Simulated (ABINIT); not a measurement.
# ZnS (Wurtzite-2H) (P6_3mc) in ABINIT: further runs, part 2 of 2

ABINIT 10.8.3 (patched build).

## (4) Single point, PBEsol

Input file run.abi:

```
# Pseudopotentials
pp_dirpath "./"
pseudos "Zn.upf, S.upf"

# Structure
acell 3*1.0
rprim
     7.2017462609     0.0000000000     0.0000000000
    -3.6008731305     6.2368952135     0.0000000000
     0.0000000000     0.0000000000    11.7805526609
ntypat 2
znucl 30 16
natom 4
typat 1 1 2 2
xred
     0.6666666667     0.3333333333     0.5000000000
     0.3333333333     0.6666666667     0.0000000000
     0.6666666667     0.3333333333     0.8850000000
     0.3333333333     0.6666666667     0.3850000000

# Plane-wave basis
ecut 38.0

# k points
kptopt 1
ngkpt 6 6 4
nshiftk 1
shiftk 0.0 0.0 0.0

# Exchange and correlation
ixc -116133

# Bands and occupations
nband 32
occopt 3
tsmear 0.05 eV

# SCF cycle
nstep 100
tolvrs 1.0e-10

# Output
iomode 3
prtwf 0
prtden 0
prteig 0
prtebands 0
enunit 1
```

Potentials or basis: PseudoDojo NC SR PBEsol v0.4.1 standard.

Command:

```sh
> abinit run.abi > log 2>&1
```

run.abo:

```text
.Version 10.8.3 of ABINIT
 Symmetries : space group P6_3 m c (#186); Bravais hP (primitive hexag.)
================================================================================
 Values of the parameters that define the memory need of the present run
     intxc =       0    ionmov =       0      iscf =       7    lmnmax =       6
     lnmax =       6     mgfft =      72  mpssoang =       3    mqgrid =    3270
     natom =       4  nloc_mem =       1    nspden =       1   nspinor =       1
    nsppol =       1      nsym =      12    n1xccc =    2501    ntypat =       2
    occopt =       3   xclevel =       2
       mpw =        5958          nfft =      115200          nkpt =          21
================================================================================
================================================================================

--------------------------------------------------------------------------------
------------- Echo of variables that govern the present computation ------------
--------------------------------------------------------------------------------
 -outvars: echo values of preprocessed input variables --------
            acell      1.0000000000E+00  1.0000000000E+00  1.0000000000E+00 Bohr
              amu      6.53900000E+01  3.20660000E+01
             ecut      3.80000000E+01 Hartree
           enunit           1
              ixc     -116133
         kptrlatt        6    0    0      0    6    0      0    0    4
          kptrlen      4.32104776E+01
            natom           4
            nband          32
[... 195 lines left out ...]
'-kT*entropy'       : -1.29074503071304E-12
total_energy        : -4.39985653560420E+02
total_energy_eV     : -1.19726195617230E+04
band_energy         : -5.34698797071505E+01
...

 Cartesian components of stress tensor (hartree/bohr^3)
  sigma(1 1)=  3.85334861E-05  sigma(3 2)=  0.00000000E+00
  sigma(2 2)=  3.85334863E-05  sigma(3 1)=  0.00000000E+00
  sigma(3 3)=  1.01562070E-04  sigma(2 1)=  1.05398959E-13

-Cartesian components of stress tensor (GPa)         [Pressure= -1.7518E+00 GPa]
- sigma(1 1)=  1.13369430E+00  sigma(3 2)=  0.00000000E+00
- sigma(2 2)=  1.13369431E+00  sigma(3 1)=  0.00000000E+00
- sigma(3 3)=  2.98805926E+00  sigma(2 1)=  3.10094443E-09

== END DATASET(S) ==============================================================
================================================================================

 -outvars: echo values of variables after computation  --------
            acell      1.0000000000E+00  1.0000000000E+00  1.0000000000E+00 Bohr
           etotal     -4.3998565356E+02
            fcart     -3.8211335395E-26  2.8731529626E-25  5.9767121020E-03
                      -3.8211335395E-26 -4.2002862770E-25  5.9767121020E-03
                       3.8360890524E-26  6.6270320024E-26 -5.9767121020E-03
                       3.8061780266E-26  6.6443011412E-26 -5.9767121020E-03
            rprim      7.2017462609E+00  0.0000000000E+00  0.0000000000E+00
                      -3.6008731305E+00  6.2368952135E+00  0.0000000000E+00
                       0.0000000000E+00  0.0000000000E+00  1.1780552661E+01
           strten      3.8533486105E-05  3.8533486311E-05  1.0156206986E-04
                       0.0000000000E+00  0.0000000000E+00  1.0539895881E-13
           xangst      1.9054999987E+00  1.1001409372E+00  3.1169999979E+00
                      -1.7639359226E-11  2.2002818744E+00  0.0000000000E+00
                       1.9054999987E+00  1.1001409372E+00  5.5170899962E+00
                      -1.7639359226E-11  2.2002818744E+00  2.4000899984E+00
             xred      6.6666666667E-01  3.3333333333E-01  5.0000000000E-01
                       3.3333333333E-01  6.6666666667E-01  0.0000000000E+00
                       6.6666666667E-01  3.3333333333E-01  8.8500000000E-01
                       3.3333333333E-01  6.6666666667E-01  3.8500000000E-01
 Calculation completed.
```

Run time: 4.3 min. Hardware: 1 thread of Intel Xeon at 2.70GHz, shared host; peak memory 0.14 GiB.

Results:

- Free energy: -11972.6196 eV
- Pressure: -1.8 GPa
- Largest force: 0.307 eV/Å
- Band gap on the k mesh: 2.11 eV, direct
- Valence electrons inside the program's atomic spheres: Zn 18.13; S 3.93

Forces in eV/Å, atoms in the order of the input:
```
Zn   0.000  0.000  0.307
Zn   0.000  0.000  0.307
S    0.000  0.000 -0.307
S    0.000  0.000 -0.307
```

Levels at points of the mesh, in eV from the valence-band top:
```csv
k point,band 22,band 23,band 24,band 25,band 26,band 27,band 28,band 29,band 30,band 31
"(0.00, 0.00, 0.00)",-0.87,-0.87,-0.01,-0.01,0.00,2.11,2.88,6.18,6.18,6.49
"(0.50, 0.00, 0.00)",-4.26,-3.20,-2.28,-1.59,-0.99,3.48,4.16,5.04,7.01,7.31
"(0.00, 0.00, 0.50)",-2.80,-0.46,-0.46,-0.46,-0.46,3.40,3.40,6.61,6.61,6.61
"(0.50, 0.00, 0.50)",-4.95,-1.68,-1.68,-1.55,-1.55,3.48,3.48,5.02,5.02,8.86
```

## (5) Single point, LDA

Input file run.abi:

```
# Pseudopotentials
pp_dirpath "./"
pseudos "Zn.upf, S.upf"

# Structure
acell 3.811 3.811 6.234 Angstrom
rprim
     1.0000000000     0.0000000000     0.0000000000
    -0.5000000000     0.8660254038     0.0000000000
     0.0000000000     0.0000000000     1.0000000000
ntypat 2
znucl 30 16
natom 4
typat 1 1 2 2
xcart
     1.9055000002     1.1001409378     3.1170000000
    -0.0000000002     2.2002818760     0.0000000000
     1.9055000002     1.1001409378     5.5170900000
    -0.0000000002     2.2002818760     2.4000900000 Angstrom

# Plane-wave basis
ecut 36.0

# k points
kptopt 1
ngkpt 6 6 4
nshiftk 1
shiftk 0.0 0.0 0.0

# Exchange and correlation
ixc 7

# Bands and occupations
nband 32
occopt 3
tsmear 0.05 eV

# SCF cycle
nstep 100
tolvrs 1.0e-10

# Output
iomode 3
prtwf 0
prtden 0
prteig 0
prtebands 0
enunit 1
prtvol 2
```

Potentials or basis: PseudoDojo NC SR LDA v0.4.1 standard.

Command:

```sh
> abinit run.abi > log 2>&1
```

Run time: 5.1 min. Hardware: 1 thread of Intel Xeon at 2.70GHz, shared host; peak memory 0.13 GiB.

The run converged. Its results:

| Quantity | Value |
| --- | --- |
| Free energy | -11975.0947 eV |
| Largest force | 0.296 eV/Å |
| Band gap on the k mesh | 1.99 eV, direct |
| Valence electrons inside the program's atomic spheres | Zn 18.14; S 3.94 |

Forces in eV/Å, atoms in the order of the input:
```
Zn   0.000  0.000  0.296
Zn   0.000  0.000  0.296
S    0.000  0.000 -0.296
S    0.000  0.000 -0.296
```

Levels at points of the mesh, in eV from the valence-band top:
```
           k point  band 24  band 25  band 26  band 27  band 28  band 29
(0.00, 0.00, 0.00)    -0.02    -0.02     0.00     1.99     2.77     6.12
(0.50, 0.00, 0.00)    -2.28    -1.60    -1.00     3.40     4.07     4.99
(0.00, 0.00, 0.50)    -0.47    -0.47    -0.47     3.29     3.29     6.56
(0.50, 0.00, 0.50)    -1.69    -1.56    -1.56     3.39     3.39     4.97
```

Caveat: the cutoff is too short for stress, so the log's stress isn't used.

## (6) Single point, PBE

Input file run.abi:

```
# Pseudopotentials
pp_dirpath "./"
pseudos "Zn.upf, S.upf"

# Structure
acell 3*1.0
rprim
     7.2017462609     0.0000000000     0.0000000000
    -3.6008731305     6.2368952135     0.0000000000
     0.0000000000     0.0000000000    11.7805526609
ntypat 2
znucl 30 16
natom 4
typat 1 1 2 2
xcart
     3.6008731308     2.0789650710     5.8902763305
    -0.0000000004     4.1579301426     0.0000000000
     3.6008731308     2.0789650710    10.4257891049
    -0.0000000004     4.1579301426     4.5355127745

# Plane-wave basis
ecut 38.0

# k points
kptopt 1
ngkpt 6 6 4
nshiftk 1
shiftk 0.0 0.0 0.0

# Exchange and correlation
ixc 11

# Bands and occupations
nband 32
occopt 3
tsmear 0.05 eV

# SCF cycle
nstep 100
tolvrs 1.0e-10

# Output
iomode 3
prtwf 0
prtden 0
prteig 0
prtebands 0
enunit 2
```

Potentials or basis: PseudoDojo NC SR PBE v0.4.1 standard.

Command:

```sh
> abinit run.abi > log 2>&1
```

It took 3 min on 1 thread of Arm Neoverse V1, shared host; peak memory 0.14 GiB.

Results (log left out):

```
Free energy                                           : -11980.5279 eV
Largest force                                         : 0.322 eV/Å
Band gap on the k mesh                                : 2.25 eV, direct
Valence electrons inside the program's atomic spheres : Zn 18.13; S 3.96
```

Forces in eV/Å, atoms in the order of the input:
```
Zn   0.000  0.000  0.322
Zn   0.000  0.000  0.322
S    0.000  0.000 -0.322
S    0.000  0.000 -0.322
```

Levels at points of the mesh, in eV from the valence-band top:
```tsv
k point	band 22	band 23	band 24	band 25	band 26	band 27	band 28	band 29	band 30	band 31
(0.00, 0.00, 0.00)	-0.86	-0.86	-0.01	-0.01	0.00	2.25	3.00	6.28	6.28	6.59
(0.50, 0.00, 0.00)	-4.21	-3.15	-2.25	-1.56	-0.98	3.62	4.26	5.18	7.11	7.40
(0.00, 0.00, 0.50)	-2.76	-0.45	-0.45	-0.45	-0.45	3.51	3.51	6.71	6.71	6.71
(0.50, 0.00, 0.50)	-4.89	-1.66	-1.66	-1.53	-1.53	3.62	3.62	5.14	5.14	8.95
```

Caveat: the cutoff is too short for stress, so the log's stress isn't used.

## (7) Overview

```tsv
level	potentials or basis	cutoff (eV)	gap on the mesh (eV)	largest force (eV/Å)
PBE	PseudoDojo NC SR PBE v0.4.1 standard	1034	2.25	0.32
PBEsol	PseudoDojo NC SR PBEsol v0.4.1 standard	1034	2.11	0.31
LDA	PseudoDojo NC SR LDA v0.4.1 standard	980	1.99	0.30
```

Alike in all rows: task single point; no spin polarisation; cell as given; k mesh 6 × 6 × 4; smearing fermi-dirac 0.05 eV.

Total energies depend on the potentials used, so only differences within one code and one set of settings carry meaning.

## (8) Against experiment

Step 2. Measured gap of ZnS: 3.911 eV (direct; 4 K; a printed reference work, monograph). This calculation gives 2.25 eV (-1.66 eV). The value is that of PBE, without temperature or zero-point motion. Semilocal functionals fall short of measured gaps as a rule.

Step 3. A measured gap of ZnS is 3.911 eV (direct; 4 K; a printed reference work, monograph); the calculated 2.25 eV misses it by -1.66 eV. The value is that of PBE, without temperature or zero-point motion. Semilocal functionals fall short of measured gaps as a rule.

Step 4. A measured gap of ZnS is 3.911 eV (direct; 4 K; a printed reference work, monograph); the calculated 2.11 eV misses it by -1.80 eV. The value is that of PBEsol, without temperature or zero-point motion. Semilocal functionals fall short of measured gaps as a rule.

Step 5. Measured gap of ZnS: 3.911 eV (direct; 4 K; a printed reference work, monograph). This calculation gives 1.99 eV (-1.92 eV). The value is that of LDA, without temperature or zero-point motion. Semilocal functionals fall short of measured gaps as a rule.

Step 6. A measured gap of ZnS is 3.911 eV (direct; 4 K; a printed reference work, monograph); the calculated 2.25 eV misses it by -1.66 eV. The value is that of PBE, without temperature or zero-point motion. Semilocal functionals fall short of measured gaps as a rule.
